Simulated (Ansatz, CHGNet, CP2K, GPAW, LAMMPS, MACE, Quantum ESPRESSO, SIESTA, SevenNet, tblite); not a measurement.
# Codes compared on liquid Al2O3 at 2500 K (95 atoms)

Wanted: errors and costs of other methods on liquid Al2O3 at 2500 K (95 atoms). A plane-wave run serves as the reference.

Main program and level: Ansatz 0.2.0; Kohn-Sham DFT, PBE, PAW, plane waves.

## (1) Starting point

The cell holds 95 atoms: 38 Al and 57 O. Cell: a = 10.461 Å, b = 10.461 Å, c = 10.461 Å, α = 90.0°, β = 90.0°, γ = 90.0°. 95 atoms (38 Al, 57 O) placed at random at 2.81 g/cm³, melted at 4500 K for 20 ps at fixed volume with the Morse and Coulomb pair potential with partial charges (Pedone, Malavasi, Menziani, Cormack and Segre, J. Phys. Chem. B 110, 11780 (2006)). Snapshot at the end of a hold of 20 ps at 2500 K and fixed volume.

## (2) Plane-wave reference

The PAW files are the set soft_2.

input.yaml

```yaml
crystal:
  lattice:
    - [10.4611, 0.0, 0.0]
    - [0.0, 10.4611, 0.0]
    - [0.0, 0.0, 10.4611]
  atoms:
    - { symbol: Al, position: [0.31092, 0.51954, 0.21712] }
    - { symbol: Al, position: [0.72508, 0.71464, 0.51916] }
    - { symbol: Al, position: [0.26028, 0.2421, 0.79901] }
    - { symbol: Al, position: [0.88878, 0.06937, 0.19112] }
    [... 85 atom lines left out ...]
    - { symbol: O, position: [0.379, 0.26805, 0.41728] }
    - { symbol: O, position: [0.42503, 0.53742, 0.6324] }
    - { symbol: O, position: [0.31705, 0.80579, 0.55228] }
    - { symbol: O, position: [0.04404, 0.47431, 0.74946] }
    - { symbol: O, position: [0.25267, 0.15125, 0.94798] }
    - { symbol: O, position: [0.9251, 0.98806, 0.00654] }
kpoints:
  mp_grid: { grid: [1, 1, 1] }
hamiltonian:
  xc: pbe
scf:
  occupations: { method: fermi_dirac, width: 0.05 }
output:
  forces: true
  eigenvalues: true
  populations: true
  stress: true
```

Launch:

```bash
> ansatz run input.yaml --threads 4 --pin off --max-ram 8192MiB --backend cpu --events-out ev --progress --plain --runs-dir out
```

Numbers of over 12 decimals in the logs are rounded to 6 here.

What it wrote:

```text
[...]
Pseudopotentials: kind: paw
Pseudopotential: Al, paw, valence charge 3, recommended cutoff 420 eV (normal), Al.paw.azcp
Pseudopotential: O, paw, valence charge 6, recommended cutoff 420 eV (normal), O.paw.azcp
[... 5 lines on functional and potentials left out ...]
Crystal: 95 atoms, lattice volume = 1144.806 Å³
Basis set: ecut = 420 eV, 22335 PW (Γ), exchange–correlation on 144×144×144 points (8 copies of the dense FFT grid, shifted against one another)
Bands: 323, of which v1, the nominal top of the filled ones, is band 228 counted from 1 (227 counted from 0)
Symmetry: 1 space group operations
Space group: P1 (ITA 1), of the structure as read, at distance tolerance 1.0e-4 Å
k-points: 1
[... 5 lines on functional and potentials left out ...]
Initial density: superposition of atomic densities (neutral atoms: chi_scale 0, normalization atom), corrected by the library's trained network
Initial wavefunctions: pseudopotential atomic-orbital guess
[...]
SCF iter   1: F=—  HF=-52844.900107 eV  |F-HF|=—  |Δ(HF+E_count)|=         —  Δρ=3.54e-3  dr2=1.71e-1  ethr=1.77e-3  ⟨swp⟩=6.0  Hψ=1452  notcnv=0  defer=33
preconditioner: auto → Resta (q_TF=auto, 2.340 Å⁻¹)  ε∞=3.7  [insulator: Δε(μ)=1.556 eV  Ē_g=14.247 eV  σ=0.050 eV  W_gap=1.00  n_scr=250 (ndim 8)  ℏωp=23.4 eV  f_vac=0.050  D(μ)=0.00/eV (n_scr^D=0)  ε∞_Penn≈3.7]
[...]
SCF iter   9: F=—  HF=-52844.889689 eV  |F-HF|=—  |Δ(HF+E_count)|=   1.51e-6  Δρ=7.43e-6  dr2=6.23e-7  ethr=4.83e-10  ⟨swp⟩=2.0  Hψ=447  notcnv=0  defer=90
SCF iter  10: F=-52844.889689 eV  HF=-52844.889689 eV  |F-HF|=4.27e-8  |Δ(HF+E_count)|=   2.29e-7  Δρ=2.07e-6  dr2=5.73e-8  ethr=2.19e-11  ⟨swp⟩=12.0  Hψ=1833  notcnv=0
SCF 1 converged in 10 iterations: F = -52844.889689 eV  dr2 = 5.73e-8
[...]
SCF converged after 10 iterations
Free energy (F): -52844.889689 eV
Harris-Foulkes:  -52844.889689 eV  (|F-HF|=4.27e-8)
Internal energy: -52844.889687 eV  (E = F + TS)
E sigma→0 (E₀):  -52844.889688 eV
Entropy (-TS):   -0.000003 eV (-0.000 meV/atom)
Fermi energy:    5.685041 eV
--- Per-component energies (eV) ---
[...]
Σ components = -52844.889689   (vs F -52844.889689, Δ=0.00e0)
--- Forces (eV/Å), atoms counted from 1 ---
  atom   1  Al     1.45383382    -0.39331114     0.09760724
  atom   2  Al     0.86189144     0.11384339     1.69264929
  atom   3  Al     0.90613128     0.22727716    -1.73081281
  atom   4  Al     5.02871732     0.05393841    -5.49164305
[...]
atom  95  O      2.45699466     0.84840883     5.24133973
  max |Σ_I F_I| component: 1.60e-4 eV/Å
--- Stress (GPa, compression-positive) ---
        2.973655       1.237588       1.337090
        1.237577       2.867419       3.488827
        1.337087       3.488793       6.443330
  P = ⅓ Tr σ = 4.0948 GPa (40.948 kbar)
--- Band table (eV) ---
  k-point 0: bands = ["-15.5666", "-15.1574", "-15.0891", "-14.9296", [... 307 levels ...], "14.4048", "14.4465", "14.5030", "14.6099", "14.7198", "14.7444", "14.8143", "14.8485", "14.9074", "14.9546", "15.0319", "15.0731"]
--- Löwdin populations: 95 sites ---
  site symbol       q [e]
     0     Al      1.6614
     1     Al      1.7331
     2     Al      1.6466
[...]
94      O      6.8119
  spilling = 0.008849 (of n_electrons = 456.000000)
```

The job ended after 14 s (4 threads of Arm Neoverse V2, shared host; peak memory 1.3 GiB).

Reading the cycles: dr2 is the Hartree energy of the density residual (eV), the measure of convergence; HF is the Harris–Foulkes estimate of the energy, which meets the free energy F at convergence.

Numbers from this run:

```
free energy                                      : -52844.8897 eV
free energy per atom                             : -556.2620 eV/atom
SCF cycles                                       : 10
pressure                                         : 4.095 GPa
r.m.s. force component                           : 2.712 eV/Å
longest force                                    : 13.66 eV/Å
Fermi energy                                     : 5.685 eV
gap (highest filled to lowest empty level) : 1.409 eV
spilling of the projection                       : 0.008849
```

Neighbours are counted within 2.48 Å (O-Al).

Length of the force by element and coordination:

| element | coordination | atoms | mean length of the force (eV/Å) | spread | least | most |
| --- | --- | --- | --- | --- | --- | --- |
| Al | all | 38 | 4.40 | 2.58 | 1.12 | 13.7 |
| Al | 3 | 5 | 5.90 | 4.26 | 1.51 | 13.7 |
| Al | 4 | 18 | 4.20 | 2.50 | 1.12 | 8.68 |
| Al | 5 | 13 | 4.34 | 1.54 | 2.18 | 7.37 |
| Al | 6 | 2 | 2.76 | 0.853 | 1.90 | 3.61 |
| O | all | 57 | 3.75 | 2.32 | 1.09 | 12.8 |
| O | 2 | 13 | 4.29 | 2.99 | 1.29 | 12.8 |
| O | 3 | 38 | 3.75 | 2.13 | 1.23 | 10.2 |
| O | 4 | 6 | 2.59 | 1.09 | 1.09 | 3.93 |

Löwdin charges by element and coordination (they lack the spilled electrons, 0.042 e an atom on average):

| element | coordination | atoms | mean charge (e) | spread | least | most |
| --- | --- | --- | --- | --- | --- | --- |
| Al | all | 38 | 1.34 | 0.0508 | 1.23 | 1.47 |
| Al | 3 | 5 | 1.40 | 0.043 | 1.34 | 1.47 |
| Al | 4 | 18 | 1.35 | 0.0381 | 1.28 | 1.43 |
| Al | 5 | 13 | 1.32 | 0.0396 | 1.25 | 1.38 |
| Al | 6 | 2 | 1.25 | 0.018 | 1.23 | 1.27 |
| O | all | 57 | -0.824 | 0.034 | -0.909 | -0.761 |
| O | 2 | 13 | -0.852 | 0.0279 | -0.909 | -0.816 |
| O | 3 | 38 | -0.821 | 0.0295 | -0.889 | -0.761 |
| O | 4 | 6 | -0.783 | 0.0169 | -0.814 | -0.761 |

The levels nearest the highest filled one (over half full), pooled over k-points and spins:

| level less the highest filled one (eV) | occupation |
| --- | --- |
| -0.386 | 2 |
| -0.350 | 2 |
| -0.188 | 2 |
| -0.147 | 2 |
| -0.0997 | 2 |
| 0 | 2 |
| 1.41 | 0 |
| 2.67 | 0 |
| 2.87 | 0 |
| 3.36 | 0 |
| 3.43 | 0 |
| 3.65 | 0 |

The run ends at a pressure of 4.09 GPa, with forces up to 14 eV/Å.

## (3) Structure statistics

Density 2.81 g/cm³, 12.05 Å³ an atom.

Pair distribution functions g(r), in bins of 0.2 Å:

| r (Å) | total | O-O | O-Al | Al-Al |
| --- | --- | --- | --- | --- |
| 1.40 | 0.05 | 0.00 | 0.10 | 0.00 |
| 1.60 | 1.19 | 0.00 | 2.48 | 0.00 |
| 1.80 | 2.06 | 0.00 | 4.29 | 0.00 |
| 2.00 | 0.75 | 0.00 | 1.54 | 0.00 |
| 2.20 | 0.61 | 0.17 | 1.14 | 0.00 |
| 2.40 | 0.42 | 0.42 | 0.49 | 0.22 |
| 2.60 | 1.06 | 2.07 | 0.53 | 0.36 |
| 2.80 | 1.19 | 2.22 | 0.35 | 1.36 |
| 3.00 | 1.27 | 2.18 | 0.30 | 2.11 |
| 3.20 | 1.03 | 1.15 | 0.58 | 2.10 |
| 3.40 | 0.86 | 0.83 | 0.67 | 1.53 |
| 3.60 | 0.95 | 0.69 | 1.08 | 1.12 |
| 3.80 | 1.00 | 0.84 | 1.23 | 0.70 |
| 4.00 | 1.09 | 0.65 | 1.52 | 0.79 |
| 4.20 | 1.02 | 0.76 | 1.34 | 0.61 |
| 4.40 | 1.01 | 0.74 | 1.31 | 0.72 |
| 4.60 | 0.99 | 0.77 | 1.23 | 0.81 |
| 4.80 | 0.93 | 0.93 | 0.88 | 1.05 |
| 5.00 | 1.00 | 1.09 | 0.89 | 1.16 |

Bonds by pair of elements; cutoffs follow the first minimum of g(r), held within bounds set by covalent radii, and pairs that aren't listed don't count as bonded:

| pair A-B | cutoff (Å) | bonds | mean length (Å) | spread (Å) | shortest (Å) | B about A | A about B |
| --- | --- | --- | --- | --- | --- | --- | --- |
| O-Al | 2.48 | 164 | 1.90 | 0.233 | 1.44 | 2.88 | 4.32 |

How many atoms have how many bonded neighbours:

| element | mean | 2 | 3 | 4 | 5 | 6 |
| --- | --- | --- | --- | --- | --- | --- |
| Al | 4.32 | 0 | 5 | 18 | 13 | 2 |
| O | 2.88 | 13 | 38 | 6 | 0 | 0 |

Oxygen atoms by the number of network formers (Si, P, Ge, B, Al, As, Ga) bound to them:

| network formers bound to O | O atoms | per cent |
| --- | --- | --- |
| 0 | 0 | 0 |
| 1 | 0 | 0 |
| 2 | 13 | 22.8 |
| 3 | 38 | 66.7 |
| 4 | 6 | 10.5 |

Network units: each former by its oxygen neighbours and how many of them bridge to another former:

| former | O neighbours | bridging O | atoms |
| --- | --- | --- | --- |
| Al | 3 | 3 | 5 |
| Al | 4 | 4 | 18 |
| Al | 5 | 5 | 13 |
| Al | 6 | 6 | 2 |

Rings of the network by King's shortest-path rule, up to 12 atoms, one path for each pair of neighbours; H, halogens, alkali and alkaline-earth atoms are left out, and the last column divides by all other atoms, bonded or not:

| ring size (atoms) | rings | per network atom |
| --- | --- | --- |
| 4 | 23 | 0.242 |
| 6 | 43 | 0.453 |
| 8 | 68 | 0.716 |
| 10 | 39 | 0.411 |
| 12 | 4 | 0.042 |

## (4) The ladder

The programs:
- CHGNet: machine-learned potential, published weights.
- CP2K 2026.2: Gaussian basis with GTH pseudopotentials and a plane-wave density; labels give functional, basis (MOLOPT sets; SR short-range, UZH the newer set with its own potentials), grid cutoff/relative cutoff and solver (OT: orbital transformation; TRS4, TC2, SIGN: linear-scaling purification with its sparsity filter), or its built-in tight binding.
- GPAW 26.7.0: PAW with atomic orbitals (LCAO), plane waves or a real-space grid of spacing h.
- MACE: machine-learned potential, published weights.
- Quantum ESPRESSO 7.5: plane waves; labels (QE) give functional, pseudopotential set and cutoffs of waves/density.
- SIESTA 5.4.2: numerical atomic orbitals, whose automatically made sets are far from complete, with PseudoDojo norm-conserving potentials that we converted to its format (checked against plane waves on the same files for H, C, O, Si, Ge and Ca alone); labels give functional, basis size, energy shift and mesh cutoff.
- SevenNet: machine-learned potential, published weights.
- tblite 0.8.0: extended tight binding, driven from Python.

All use the same cell and atoms; the electronic-structure runs use the same k-mesh, and an electronic temperature of 580 K (0.05 eV) where levels are smeared.

Differences are against the plane-wave reference, forces as r.m.s. over components; share is that over the reference's r.m.s. force, slope the least-squares factor from reference forces to these. Total energies of different programs have different zeros and aren't compared.

| run | Δ force, r.m.s. (meV/Å) | share (%) | slope | Δ pressure (GPa) | Δ gap (eV) | cores | CPU time | memory (GiB) |
| --- | --- | --- | --- | --- | --- | --- | --- | --- |
| reference | - | - | - | - | - | 4 | 51 s | 1.3 |
| CHGNet r2SCAN potential | 508 | 18.7 | 0.841 | -6.42 | - | 1 | 3.3 s | 1.4 |
| CP2K PBE, DZVP-MOLOPT-SR, 600/50 Ry, OT DIIS | 94.8 | 3.50 | 0.985 | -0.456 | -0.0771 | 4 | 9.7 min | 2.8 |
| CP2K PBE, SZV-MOLOPT-SR, 600/50 Ry, OT DIIS (coarse) | 674 | 24.9 | 1.161 | 14.9 | -0.535 | 2 | 5.4 min | 1.6 |
| GPAW PBE, LCAO dzp, h 0.18 Å | 375 | 13.8 | 1.101 | - | -0.107 | 2 | 5.4 min | 2.3 |
| GPAW PBE, LCAO dzp, h 0.18 Å, other mixer settings | 374 | 13.8 | 1.101 | - | -0.108 | 2 | 7.1 min | 2.2 |
| GPAW PBE, LCAO szp(dzp), h 0.18 Å (coarse) | 363 | 13.4 | 1.100 | - | -0.212 | 1 | 3.8 min | 1.9 |
| MACE MPA-0 medium potential | 117 | 4.33 | 1.006 | 0.516 | - | 1 | 7.5 s | 1.2 |
| QE PBE, sssp-1.3.0-efficiency, 35/280 Ry (coarse) | 107 | 3.94 | 1.034 | -10.7 | -0.0071 | 2 | 6.2 min | 1.8 |
| QE PBE, sssp-1.3.0-efficiency, 60/480 Ry | 107 | 3.95 | 1.034 | 0.670 | 0.0015 | 4 | 12 min | 4.2 |
| SIESTA PBE, DZ, shift 0.01 Ry, mesh 500 Ry (coarse) | 803 | 29.6 | 1.225 | 8.33 | -0.251 | 2 | 3.5 min | 1.7 |
| SIESTA PBE, DZP, shift 0.01 Ry, mesh 500 Ry | 309 | 11.4 | 1.089 | 2.87 | -0.0736 | 2 | 9.7 min | 2.9 |
| SevenNet 0 potential | 160 | 5.92 | 1.010 | -0.334 | - | 1 | 6.9 s | 1.0 |
| tblite GFN1-xTB | 753 | 27.8 | 0.792 | 16.8 | - | 1 | 7.8 s | 0.13 |

Rows marked coarse were listed beforehand as settings not expected to be converged; some can still land near the reference.

Times of the machine-learned potentials are mostly Python's start and the loading of weights.

CPU time is summed over cores on a shared host, where runs went side by side, so it is rough. Symmetry, cutoffs, thresholds, outputs and thread counts weren't matched or tuned between programs; memory under MPI is the largest rank's times the ranks.

Runs without a result: CP2K PBE, DZVP-MOLOPT-SR, 600/50 Ry, TRS4 filter 1e-07, SCF 1e-07 (not converged, the SCF not settling); CP2K PBE, DZVP-MOLOPT-SR, 600/50 Ry, TRS4 filter 1e-05, SCF 1e-06 (not converged, the SCF not settling).

Mean charges by element (e), by run and scheme:

| run | scheme | Al | O |
| --- | --- | --- | --- |
| reference | Löwdin | +1.34 | -0.82 |
| CP2K PBE, DZVP-MOLOPT-SR, 600/50 Ry, OT DIIS | Mulliken | +1.01 | -0.67 |
| CP2K PBE, DZVP-MOLOPT-SR, 600/50 Ry, OT DIIS | Hirshfeld | +0.52 | -0.35 |
| SIESTA PBE, DZP, shift 0.01 Ry, mesh 500 Ry | Hirshfeld | +0.40 | -0.27 |
| tblite GFN1-xTB | Mulliken | +0.50 | -0.34 |

The reference's Löwdin charges lack the electrons that the projection spills, 0.042 e an atom on average.

Within one program, basis, potentials and functional, energies share a zero. Each run against its twin at the usual cutoff or grid and solver:

| run | twin | Δ energy (meV/atom) | Δ force, r.m.s. (meV/Å) | CPU time over the twin's |
| --- | --- | --- | --- | --- |
| GPAW PBE, LCAO dzp, h 0.18 Å, other mixer settings | LCAO dzp, h 0.18 Å | 0 | 1.03 | 1.3 |
| QE PBE, sssp-1.3.0-efficiency, 35/280 Ry | sssp-1.3.0-efficiency, 60/480 Ry | 123 | 10.0 | 0.50 (this twin ran on 4 cores) |

## (5) Results

```
reference r.m.s. force component                       : 2.71 eV/Å
nearest in forces                                      : CP2K PBE, DZVP-MOLOPT-SR, 600/50 Ry, OT DIIS, 3.5 %
farthest in forces                                     : SIESTA PBE, DZ, shift 0.01 Ry, mesh 500 Ry (coarse), 30 %
cheapest electronic-structure run beside the reference : tblite GFN1-xTB, 7.8 s of CPU time
```

**Reading.** PBE on plane waves or a grid with other potentials, cutoffs or grids, coarse settings apart, differs from the reference by 3.9 % (QE PBE, sssp-1.3.0-efficiency, 60/480 Ry) of the r.m.s. force; this holds the reference's own error, so differences of a few per cent don't tell which side is nearer the exact PBE result (QE's 60 Ry are 816 eV, against the reference's 420 eV). The PBE runs in local orbitals, coarse settings apart, differ by 3.5 % (CP2K PBE, DZVP-MOLOPT-SR, 600/50 Ry, OT DIIS) to 14 % (GPAW PBE, LCAO dzp, h 0.18 Å); basis, grid and potentials can all enter. Tight binding differs by 28 % (tblite GFN1-xTB); it is another model, with fitted parameters of its own, and the xTB methods hold dispersion. Machine-learned potentials differ by 4.3 % (MACE MPA-0 medium potential) to 19 % (CHGNet r2SCAN potential); they were trained on other programs' data, some at another functional. Runs with settings chosen to be coarse differ by 3.9 % (QE PBE, sssp-1.3.0-efficiency, 35/280 Ry) to 30 % (SIESTA PBE, DZ, shift 0.01 Ry, mesh 500 Ry), their programs' other errors included. One electronic-structure run takes under half the reference's CPU time: tblite GFN1-xTB, at 28 % in 7.8 s against 51 s; its pressure misses by +16.8 GPa. SIESTA PBE, DZ, shift 0.01 Ry, mesh 500 Ry stiffens the forces by a factor of 1.22 while following their directions (correlation 0.988); the slopes of the 2 SIESTA runs lie between 1.09 and 1.22. At the same functional, gaps differ from the reference's 1.41 eV by between -0.54 and +0.00 eV. In pressure, CP2K PBE, SZV-MOLOPT-SR, 600/50 Ry, OT DIIS misses by +14.9 GPa, at the same functional. Charges hang on model, scheme and program or settings: among these rows the mean for Al runs from +0.40 to +1.34 e. In the reference: filled and empty levels are parted by 1.41 eV (at Γ alone); a semilocal functional tends to put such gaps too low. In a disordered cell it changes from sample to sample and from frame to frame. In the reference: mean Löwdin charges: Al +1.34, O -0.82 e (they miss 0.88 % of the electrons, so they add up to more than the cell's charge). Periodic xTB results under one method name differ between programs and library versions. The frame stands for 2500 K, but pressures are static and levels are smeared at 580 K. Machine-learned potentials mimic data converged in k, so the reference's own k-point error enters their differences. The network of bonds at the start is that of the classical potential that made the cell, and needn't be the one that DFT or experiment would give. The reference's stress is far from hydrostatic: its diagonal is 3.0, 2.9, 6.4 GPa, compression counted positive. The electronic-structure runs sample only Γ, in a cell whose shortest periodic width is 10 Å.

[Also dropped from logs without a mark: logging warnings of Python, and SIESTA's first energy breakdown and zero terms.]

[Logs are printed without paths, hosts, clocks, repeated set-up lines and the standing remarks that a program may print on its own settings, such as how far it seeks lower states.]

[Hosts, paths, dates, database ids (printed as entryN), source tags and the programs' standing remarks are cut or masked in the printed files.]
